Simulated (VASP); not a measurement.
# GaSb: convergence, vacuum levels of a slab or layer

GaSb, slab, 4 atoms in the cell. LDA; PAW potentials Sb, Ga_d (LDA set). VASP 6.6.1.

Wanted: face levels within 0.04 eV; energy within 2 meV/atom; forces within 0.02 eV/Å.

Crystal: GaSb, F-43m; Face: (1 1 1); Atomic planes: 4; Dipole correction: yes.

Face levels: vacuum level at each face, counted from the Fermi level.

POSCAR of the starting run:
```
GaSb
1.0
    4.2794186621      0.0000000000      0.0000000000
   -2.1397093310      3.7060852748      0.0000000000
    0.0000000000      0.0000000000     19.3676633836
Sb Ga
2 2
Direct
    0.7500000000      0.8750000000      0.3872434094
    0.4166666666      0.2083333333      0.5676539544
    0.4166666667      0.2083333333      0.4323460456
    0.0833333333      0.5416666667      0.6127565906
```

The series start from vacuum (Å): 15; correction: LDIPOL, IDIPOL 3, DIPOL, AMIN 0.01; k spacing (1/Å): 0.3; Cutoff ENCUT (eV): 370; SCF threshold EDIFF (eV): 1e-6; PREC: Accurate; ALGO: Normal. Each series keeps the choices made before it, and each single choice may use up half of a tolerance.

## Vacuum (Å)

| Vacuum (Å) | Face levels, largest deviation (eV) | Energy less reference (meV/atom) | Forces, largest deviation (eV/Å) | SCF iterations | Time (s) |
|---|---|---|---|---|---|
| 6 | 0.116 | 7.0 | 0.033 | 16 | 10 |
| 8 | 0.035 | 0.7 | 0.004 | 18 | 12 |
| 10 | 0.011 | -0.2 | 0.001 | 21 | 17 |
| 12 | 0.001 | -0.2 | 0.001 | 24 | 24 |
| 15 | 0.000 | -0.2 | 0.001 | 27 | 27 |
| 20 | 0.000 | -0.1 | 0.000 | 31 | 40 |
| 25 (reference) | 0.000 | 0.0 | 0.000 | 36 | 56 |

Chosen: 10, the loosest value from which every tighter one stays within half of the tolerance.

## Correction

| Correction | Face levels, largest deviation (eV) | Energy less reference (meV/atom) | Forces, largest deviation (eV/Å) | SCF iterations | Time (s) |
|---|---|---|---|---|---|
| LDIPOL, IDIPOL 3, DIPOL, AMIN 0.01 | 0.000 | 0.0 | 0.000 | 21 | 17 |
| LDIPOL, default AMIN | 0.003 | 0.0 | 0.000 | 20 | 15 |
| LDIPOL, no DIPOL | no result | no result | no result | 150 | 123 |
| IDIPOL 3 alone (energy only) | 0.480 | 2.3 | 0.015 | 20 | 12 |
| kernel truncation, coarsened | 0.049 | 0.1 | 0.001 | 20 | 29 |
| kernel truncation, full padding | 0.007 | 0.3 | 0.000 | 20 | 28 |

Chosen: LDIPOL, IDIPOL 3, DIPOL, AMIN 0.01; no other choice that stays within half of the tolerance saves 30 % of the time.

## k spacing (1/Å)

| k spacing (1/Å) | Face levels, largest deviation (eV) | Energy less reference (meV/atom) | Forces, largest deviation (eV/Å) | SCF iterations | Time (s) |
|---|---|---|---|---|---|
| 0.6 | 0.213 | 176.4 | 0.300 | 22 | 9.2 |
| 0.45 | 0.048 | 60.7 | 0.172 | 21 | 13 |
| 0.3 | 0.066 | 6.5 | 0.063 | 21 | 17 |
| 0.22 | 0.028 | 1.5 | 0.012 | 21 | 21 |
| 0.16 (reference) | 0.000 | 0.0 | 0.000 | 21 | 27 |

Chosen: 0.16; the next looser run is off by more than half of the tolerance, so convergence isn't shown beyond this value.

## Cutoff ENCUT (eV)

| Cutoff ENCUT (eV) | Face levels, largest deviation (eV) | Energy less reference (meV/atom) | Forces, largest deviation (eV/Å) | SCF iterations | Time (s) |
|---|---|---|---|---|---|
| 230 | 0.003 | 43.7 | 0.002 | 21 | 12 |
| 280 | 0.002 | 1.1 | 0.001 | 21 | 16 |
| 330 | 0.001 | -0.6 | 0.001 | 21 | 23 |
| 370 | 0.001 | 0.2 | 0.001 | 21 | 27 |
| 430 | 0.001 | 0.3 | 0.000 | 21 | 36 |
| 525 (reference) | 0.000 | 0.0 | 0.000 | 21 | 39 |

Chosen: 330.

## SCF threshold EDIFF (eV)

| SCF threshold EDIFF (eV) | Face levels, largest deviation (eV) | Energy less reference (meV/atom) | Forces, largest deviation (eV/Å) | SCF iterations | Time (s) |
|---|---|---|---|---|---|
| 0.001 | 0.168 | 0.5 | 0.003 | 12 | 13 |
| 0.0001 | 0.019 | 0.0 | 0.003 | 16 | 15 |
| 1e-5 | 0.003 | 0.0 | 0.001 | 19 | 17 |
| 1e-6 | 0.003 | 0.0 | 0.000 | 21 | 23 |
| 1e-7 (reference) | 0.000 | 0.0 | 0.000 | 23 | 20 |

Chosen: 0.0001.

## PREC

| PREC | Face levels, largest deviation (eV) | Energy less reference (meV/atom) | Forces, largest deviation (eV/Å) | SCF iterations | Time (s) |
|---|---|---|---|---|---|
| Accurate | 0.000 | 0.0 | 0.000 | 16 | 15 |
| Normal | 0.004 | 0.1 | 0.002 | 16 | 7.2 |

Chosen: Normal, the fastest of those that stay within half of the tolerance.

## ALGO

| ALGO | Face levels, largest deviation (eV) | Energy less reference (meV/atom) | Forces, largest deviation (eV/Å) | SCF iterations | Time (s) |
|---|---|---|---|---|---|
| Normal | 0.000 | 0.0 | 0.000 | 16 | 7.2 |
| Fast | 0.009 | 0.0 | 0.002 | 16 | 7.3 |
| All | 0.025 | 0.0 | 0.028 | 16 | 7.6 |

Chosen: Normal.

## All choices together

| Input | Face levels, largest deviation (eV) | Energy less reference (meV/atom) | Forces, largest deviation (eV/Å) | Time (s) |
|---|---|---|---|---|
| starting input without the dipole correction (naive) | 0.553 | 5.3 | 0.065 | 21 |
| chosen settings | 0.027 | -0.7 | 0.004 | 7.2 |
| reference settings throughout | 0.000 | 0.0 | 0.000 | 101 |

The chosen settings stay within the tolerance of the reference run, but the reference itself isn't shown to be converged in: k spacing (1/Å).

Values of the reference run: Face levels: 3.886, 5.144 eV.

## The input

INCAR:
```
SYSTEM = GaSb
PREC = Normal
ENCUT = 330
EDIFF = 1E-4
ISMEAR = 0
SIGMA = 0.1
LREAL = .False.
LASPH = .True.
ALGO = Normal
NELM = 150
LWAVE = .False.
LCHARG = .False.
GGA = CA
KPAR = 4
LVHAR = .True.
LVACPOTAV = .True.
LDIPOL = .True.
IDIPOL = 3
DIPOL = 0.5 0.5 0.5
AMIN = 0.01
```

KPOINTS:
```
Automatic mesh
0
Gamma
  11 11 1
  0 0 0
```

POSCAR:
```
GaSb
1.0
    4.2794186621      0.0000000000      0.0000000000
   -2.1397093310      3.7060852748      0.0000000000
    0.0000000000      0.0000000000     14.3676633836
Sb Ga
2 2
Direct
    0.7500000000      0.8750000000      0.3480036988
    0.4166666666      0.2083333333      0.5911977807
    0.4166666667      0.2083333333      0.4088022193
    0.0833333333      0.5416666667      0.6519963012
```

Commands:
```
cat potpaw_LDA.64/Sb/POTCAR potpaw_LDA.64/Ga_d/POTCAR > POTCAR
mpirun -np 4 vasp_std > vasp.out
```

Limits: At EDIFF = 0.0001 other algorithms or programs end up to 1.4 times the tolerance apart, so this threshold passes by luck, and a tighter one is safer.

The chosen input took VASP 6.6.1 7.2 s on 4 cores (Intel Xeon Platinum 8259CL @ 2.50GHz (Skylake/Cascade Lake)), a shared host.

## An input that fails: dipole correction along an axis in the plane

It ran out of time.

Changes against the starting input:
```
- IDIPOL = 3
+ IDIPOL = 1
```
